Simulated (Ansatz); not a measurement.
The following input was run with Ansatz 0.2.0.

```yaml
crystal:
  lattice:
    - [-3.340144355, 3.340144355, 2.0871985986]
    - [3.340144355, -3.340144355, 2.0871985986]
    - [3.340144355, 3.340144355, -2.0871985986]
  atoms:
    - { symbol: Ta, position: [0.7852030644, 0.604670201, 0.3898732654] }
    - { symbol: Ta, position: [0.395329799, 0.7852030644, 0.1805328634] }
    - { symbol: Ta, position: [0.604670201, 0.2147969356, 0.8194671366] }
    - { symbol: Ta, position: [0.2147969356, 0.395329799, 0.6101267346] }
    - { symbol: "N", position: [0.5, 0.5, 0.0] }
    - { symbol: "N", position: [0.9087386393, 0.3034143838, 0.2121530231] }
    - { symbol: "N", position: [0.6965856162, 0.9087386393, 0.6053242555] }
    - { symbol: "N", position: [0.3034143838, 0.0912613607, 0.3946757445] }
    - { symbol: "N", position: [0.0912613607, 0.6965856162, 0.7878469769] }
basis:
  ecutwfc: 420
kpoints:
  mp_grid: { grid: [10, 10, 10] }
hamiltonian:
  xc: pbesol
scf:
  occupations: { method: gaussian, width: 0.1 }
output:
  forces: true
  stress: true
  eigenvalues: true
relax:
  adjacent_minimum: "off"
  f_tol: 0.01
  max_steps: 30
  cell: { stress_tol: 0.1, fix: [volume] }
```

Command:
```bash
ansatz run input.yaml --threads 2 --pin off --max-ram 5120MiB --backend cpu --events-out ev --progress --plain --runs-dir out
```

Theory: DFT PBEsol, scalar-relativistic, plane waves, PAW (Ansatz).

From the run's log, abridged (iterations and final results):

```
SCF iter   1: F=—  HF=-41129.381994 eV  |F-HF|=—  |Δ(HF+E_count)|=         —  Δρ=1.77e-2  dr2=2.90e-1  ethr=1.77e-3  ⟨swp⟩=6.9  Hψ=28500  notcnv=0  defer=4
SCF iter   2: F=—  HF=-41129.484732 eV  |F-HF|=—  |Δ(HF+E_count)|=   1.03e-1  Δρ=2.57e-2  dr2=7.27e-1  ethr=3.77e-4  ⟨swp⟩=3.0  Hψ=13560  notcnv=0  defer=413  recentre
SCF iter   3: F=—  HF=-41129.318614 eV  |F-HF|=—  |Δ(HF+E_count)|=   1.66e-1  Δρ=3.92e-3  dr2=1.51e-2  ethr=3.77e-4  ⟨swp⟩=3.0  Hψ=11608  notcnv=0  defer=413
SCF iter   4: F=—  HF=-41129.315993 eV  |F-HF|=—  |Δ(HF+E_count)|=   2.62e-3  Δρ=7.03e-4  dr2=1.93e-4  ethr=1.97e-5  ⟨swp⟩=2.0  Hψ=10714  notcnv=0  defer=371
SCF iter   5: F=—  HF=-41129.316053 eV  |F-HF|=—  |Δ(HF+E_count)|=   6.08e-5  Δρ=1.16e-4  dr2=1.12e-5  ethr=2.50e-7  ⟨swp⟩=2.0  Hψ=9737  notcnv=0  defer=371
SCF iter   6: F=—  HF=-41129.316055 eV  |F-HF|=—  |Δ(HF+E_count)|=   1.77e-6  Δρ=2.76e-5  dr2=6.74e-7  ethr=1.46e-8  ⟨swp⟩=2.3  Hψ=11127  notcnv=0  defer=371
SCF iter   7: F=-41129.316055 eV  HF=-41129.316055 eV  |F-HF|=1.84e-8  |Δ(HF+E_count)|=   1.48e-7  Δρ=6.87e-6  dr2=2.92e-8  ethr=1.30e-10  ⟨swp⟩=11.9  Hψ=33752  notcnv=0
SCF 1 converged in 7 iterations: F = -41129.316055 eV  dr2 = 2.92e-8
relax step   1: F+E_penalty+E_count = -41129.31605534 eV  Δ(F+E_penalty+E_count) = +0.000e0 eV  max|allowed force component| = 1.960e-1 eV/Å  Δτ_max = 0.0000 Å  P = +22.884 GPa  Ω = 93.144 Å³  fix = [volume]  reactions: volume +22.884 GPa (7 SCF iters, dr2 threshold 1.00e-7 eV, accepted)
Initial density: handed on by an earlier stage of this run
Initial wavefunctions: those handed on with the density
SCF iter   1: F=—  HF=-41129.325820 eV  |F-HF|=—  |Δ(HF+E_count)|=         —  Δρ=2.10e-3  dr2=3.23e-3  ethr=4.40e-6  ⟨swp⟩=3.4  Hψ=36374  notcnv=0
SCF iter   2: F=—  HF=-41129.325617 eV  |F-HF|=—  |Δ(HF+E_count)|=   2.03e-4  Δρ=1.49e-3  dr2=2.46e-3  ethr=4.20e-6  ⟨swp⟩=2.0  Hψ=11898  notcnv=0
SCF iter   3: F=—  HF=-41129.324817 eV  |F-HF|=—  |Δ(HF+E_count)|=   8.00e-4  Δρ=2.82e-4  dr2=1.15e-4  ethr=3.20e-6  ⟨swp⟩=2.0  Hψ=10595  notcnv=0
SCF iter   4: F=—  HF=-41129.324799 eV  |F-HF|=—  |Δ(HF+E_count)|=   1.83e-5  Δρ=1.38e-4  dr2=1.84e-5  ethr=1.50e-7  ⟨swp⟩=2.0  Hψ=9885  notcnv=0
SCF iter   5: F=-41129.324795 eV  HF=-41129.324796 eV  |F-HF|=9.65e-8  |Δ(HF+E_count)|=   3.31e-6  Δρ=2.59e-5  dr2=3.65e-7  ethr=1.17e-9  ⟨swp⟩=6.0  Hψ=34944  notcnv=0
SCF 2 converged in 5 iterations: F = -41129.324795 eV  dr2 = 3.65e-7
relax step   2: F+E_penalty+E_count = -41129.32479547 eV  Δ(F+E_penalty+E_count) = -8.740e-3 eV  max|allowed force component| = 8.069e-2 eV/Å  Δτ_max = 0.0183 Å  P = +21.876 GPa  Ω = 93.144 Å³  energy of the carried Pulay correction = -1.630e-16 eV  fix = [volume]  reactions: volume +21.876 GPa (5 SCF iters, dr2 threshold 9.00e-7 eV, accepted)
SCF iter   1: F=—  HF=-41129.325346 eV  |F-HF|=—  |Δ(HF+E_count)|=         —  Δρ=4.45e-4  dr2=1.55e-4  ethr=2.24e-7  ⟨swp⟩=2.1  Hψ=29435  notcnv=0
SCF iter   2: F=—  HF=-41129.325400 eV  |F-HF|=—  |Δ(HF+E_count)|=   5.41e-5  Δρ=5.74e-4  dr2=3.97e-4  ethr=2.02e-7  ⟨swp⟩=3.3  Hψ=14073  notcnv=0
SCF iter   3: F=—  HF=-41129.325315 eV  |F-HF|=—  |Δ(HF+E_count)|=   8.52e-5  Δρ=1.44e-4  dr2=2.46e-5  ethr=2.02e-7  ⟨swp⟩=2.5  Hψ=10205  notcnv=0
SCF iter   4: F=—  HF=-41129.325310 eV  |F-HF|=—  |Δ(HF+E_count)|=   5.04e-6  Δρ=1.93e-5  dr2=4.67e-7  ethr=3.20e-8  ⟨swp⟩=2.0  Hψ=9770  notcnv=0
SCF iter   5: F=-41129.325310 eV  HF=-41129.325310 eV  |F-HF|=9.98e-9  |Δ(HF+E_count)|=   1.27e-7  Δρ=4.51e-6  dr2=1.34e-8  ethr=5.28e-10  ⟨swp⟩=6.3  Hψ=27512  notcnv=0
SCF 3 converged in 5 iterations: F = -41129.325310 eV  dr2 = 1.34e-8
relax step   3: F+E_penalty+E_count = -41129.32530954 eV  Δ(F+E_penalty+E_count) = -5.141e-4 eV  max|allowed force component| = 1.187e-2 eV/Å  Δτ_max = 0.0027 Å  P = +21.854 GPa  Ω = 93.144 Å³  fix = [volume]  reactions: volume +21.854 GPa (5 SCF iters, dr2 threshold 4.07e-7 eV, accepted)
SCF iter   1: F=—  HF=-41129.325330 eV  |F-HF|=—  |Δ(HF+E_count)|=         —  Δρ=1.12e-4  dr2=1.12e-5  ethr=1.54e-8  ⟨swp⟩=2.1  Hψ=32290  notcnv=0
SCF iter   2: F=—  HF=-41129.325335 eV  |F-HF|=—  |Δ(HF+E_count)|=   5.45e-6  Δρ=1.02e-4  dr2=1.83e-5  ethr=1.46e-8  ⟨swp⟩=2.1  Hψ=11935  notcnv=0
SCF iter   3: F=—  HF=-41129.325331 eV  |F-HF|=—  |Δ(HF+E_count)|=   4.24e-6  Δρ=4.26e-5  dr2=2.35e-6  ethr=1.46e-8  ⟨swp⟩=2.3  Hψ=11362  notcnv=0
SCF iter   4: F=—  HF=-41129.325330 eV  |F-HF|=—  |Δ(HF+E_count)|=   4.80e-7  Δρ=5.81e-6  dr2=4.71e-8  ethr=3.05e-9  ⟨swp⟩=2.0  Hψ=9719  notcnv=0
SCF iter   5: F=-41129.325330 eV  HF=-41129.325330 eV  |F-HF|=5.53e-10  |Δ(HF+E_count)|=   1.52e-8  Δρ=1.29e-6  dr2=9.28e-10  ethr=3.44e-11  ⟨swp⟩=5.2  Hψ=25614  notcnv=0
SCF 4 converged in 5 iterations: F = -41129.325330 eV  dr2 = 9.28e-10
relax step   4: F+E_penalty+E_count = -41129.32533036 eV  Δ(F+E_penalty+E_count) = -2.081e-5 eV  max|allowed force component| = 3.051e-3 eV/Å  Δτ_max = 0.0006 Å  P = +21.849 GPa  Ω = 93.144 Å³  energy of the carried Pulay correction = -5.434e-17 eV  fix = [volume]  reactions: volume +21.849 GPa (5 SCF iters, dr2 threshold 2.65e-8 eV, accepted)
Initial wavefunctions: pseudopotential atomic-orbital guess (no wavefunctions were taken with the density)
SCF iter   1: F=—  HF=-41129.325263 eV  |F-HF|=—  |Δ(HF+E_count)|=         —  Δρ=8.80e-5  dr2=1.61e-7  ethr=6.24e-8  ⟨swp⟩=4.6  Hψ=49460  notcnv=0
SCF iter   2: F=—  HF=-41129.325285 eV  |F-HF|=—  |Δ(HF+E_count)|=   2.21e-5  Δρ=1.68e-6  dr2=2.52e-9  ethr=2.09e-10  ⟨swp⟩=2.5  Hψ=12602  notcnv=0
SCF iter   3: F=—  HF=-41129.325285 eV  |F-HF|=—  |Δ(HF+E_count)|=   1.38e-9  Δρ=2.23e-6  dr2=6.61e-9  ethr=1.00e-12  ⟨swp⟩=9.7  Hψ=33791  notcnv=0
SCF iter   4: F=-41129.325285 eV  HF=-41129.325285 eV  |F-HF|=2.62e-10  |Δ(HF+E_count)|=   1.49e-9  Δρ=4.67e-7  dr2=2.64e-10  ethr=1.00e-12  ⟨swp⟩=4.0  Hψ=30382  notcnv=0
SCF 5 converged in 4 iterations: F = -41129.325285 eV  dr2 = 2.64e-10
SCF converged after 4 iterations
Free energy (F): -41129.325285 eV
Harris-Foulkes:  -41129.325285 eV  (|F-HF|=2.62e-10)
Internal energy: -41129.318082 eV  (E = F + TS)
E sigma→0 (E₀):  -41129.321683 eV
Entropy (-TS):   -0.007203 eV (-0.800 meV/atom)
Fermi energy:    19.620588 eV
--- Per-component energies (eV) ---
  E_band       = -244.559117
  E_kinetic    = 2146.347190
  E_local      = -3010.635714  (includes V_loc(G=0)·N_el)
  E_nonlocal   = 301.820636
  E_hartree    = 1045.144506
  E_xc         = -1176.239342
  E_vxc        = -1209.217288  (∫ρ·V_xc dr)
  E_paw        = -33707.548814  (= ΣΔE_a)
  E_vpaw       = -563.164165  (= ΣTr[D̂ρ^β])
  E_aug_tail   = 0.001203  (compensation charges beyond the density's cutoff)
  E_ewald      = -6729.202826
  E_core_change = 0.995080  (= ΣΔE_core)
  E_smearing   = -0.007203  (= −TS)
--- Forces (eV/Å), atoms counted from 1 ---
  atom   1  Ta    -0.00153321     0.00303636     0.00000000
  atom   2  Ta     0.00303636     0.00153321     0.00000000
  atom   3  Ta    -0.00303636    -0.00153321     0.00000000
  atom   4  Ta     0.00153321    -0.00303636     0.00000000
  atom   5  N      0.00000000     0.00000000     0.00000000
  atom   6  N      0.00032554    -0.00161172     0.00000000
  atom   7  N     -0.00161172    -0.00032554     0.00000000
  atom   8  N      0.00161172     0.00032554     0.00000000
  atom   9  N     -0.00032554     0.00161172     0.00000000
--- Stress (GPa, compression-positive) ---
       21.852813       0.000000       0.000000
        0.000000      21.852813       0.000000
        0.000000       0.000000      21.841821
  P = ⅓ Tr σ = 21.8491 GPa (218.491 kbar)
--- Band table (eV; the first three rows and the last of 144) ---
  k-point 0: bands = ["-49.3268", "-49.2268", "-49.2212", "-49.2212", "-16.4016", "-16.3888", "-16.1928", "-16.1928", "-16.1840", "-16.1840", "-15.9913", "-15.8092", "-15.7318", "-15.6758", "-15.5442", "-15.5442", "1.3565", "3.2751", "3.2751", "3.8064", "4.3115", "12.0563", "12.0563", "12.5677", "12.8706", "13.0610", "13.5742", "13.5742", "13.5966", "13.7092", "14.4657", "14.4657", "15.2452", "16.9209", "17.0057", "17.0057", "18.1884", "18.1884", "18.4862", "20.2338", "20.2382", "20.8110", "20.8110", "21.4796", "21.4912", "21.4912", "22.1437", "23.2718"]
  k-point 1: bands = ["-49.3247", "-49.2329", "-49.2210", "-49.2174", "-16.4066", "-16.3798", "-16.2100", "-16.1993", "-16.1847", "-16.1708", "-15.9717", "-15.7969", "-15.7340", "-15.6790", "-15.5652", "-15.5436", "1.4249", "3.2119", "3.2755", "3.7713", "4.3325", "11.9345", "11.9534", "12.7651", "12.8964", "12.9787", "13.4968", "13.6196", "13.7912", "13.9479", "14.4559", "14.5065", "15.1206", "16.6432", "16.7789", "16.9121", "18.1322", "18.1573", "18.6976", "19.8973", "20.2625", "20.8433", "21.2221", "21.3668", "21.4629", "21.7341", "22.3489", "23.4510"]
  k-point 2: bands = ["-49.3188", "-49.2433", "-49.2205", "-49.2135", "-16.4288", "-16.3328", "-16.2513", "-16.2308", "-16.1866", "-16.1223", "-15.9274", "-15.7696", "-15.7386", "-15.6888", "-15.6247", "-15.5426", "1.6208", "3.0680", "3.2745", "3.6717", "4.3521", "11.7625", "11.8310", "12.8332", "12.9692", "13.1772", "13.5188", "13.6788", "14.0642", "14.3005", "14.4265", "14.6311", "14.9152", "15.9082", "16.4774", "16.7156", "17.8030", "18.0411", "19.0440", "19.8306", "20.3318", "20.8982", "20.9665", "21.4166", "22.0317", "22.1009", "22.8510", "23.7234"]
  k-point 143: bands = ["-49.2693", "-49.2693", "-49.2318", "-49.2263", "-16.4421", "-16.3884", "-16.2713", "-16.1270", "-16.1270", "-15.9589", "-15.8579", "-15.8579", "-15.8132", "-15.8132", "-15.6533", "-15.5420", "2.7155", "2.9573", "2.9573", "3.3041", "3.9954", "11.8597", "11.8597", "12.2703", "12.3251", "13.5850", "14.4844", "14.5165", "14.5441", "14.5441", "14.5792", "14.7295", "14.7295", "15.4244", "16.0908", "16.0908", "16.1905", "17.3550", "17.7098", "18.9523", "18.9523", "22.6063", "22.6862", "22.6862", "23.2117", "23.3115", "23.3115", "23.3503"]
--- Relaxed structure (4 steps of the walk, 4 accepted, 1 SCFs on fresh bases) ---
  F+E_penalty+E_count = -41129.32528470 eV   max|allowed force component| = 3.036e-3 eV/Å   (the final SCF, on the basis selected at the relaxed cell)
  cell:  # Å, volume = 93.1439 Å³
    - [-3.33714890, 3.33714890, 2.09094725]
    - [3.33714890, -3.33714890, 2.09094725]
    - [3.33714890, 3.33714890, -2.09094725]
  atoms:
    - { symbol: Ta, position: [0.78607806, 0.60432205, 0.39040012] }
    - { symbol: Ta, position: [0.39567794, 0.78607806, 0.18175601] }
    - { symbol: Ta, position: [0.60432205, 0.21392193, 0.81824398] }
    - { symbol: Ta, position: [0.21392193, 0.39567794, 0.60959987] }
    - { symbol: N, position: [0.49999999, 0.49999999, 0.0] }
    - { symbol: N, position: [0.90921058, 0.30066861, 0.20987920] }
    - { symbol: N, position: [0.69933138, 0.90921058, 0.60854196] }
    - { symbol: N, position: [0.30066861, 0.09078941, 0.39145803] }
    - { symbol: N, position: [0.09078941, 0.69933138, 0.79012079] }
```

The relaxation met its thresholds.

It took 88 s on 2 threads of Arm Neoverse V2 (shared host), peak memory 0.72 GiB.

Spin–orbit coupling is left out, which can shift energies with elements as heavy as these.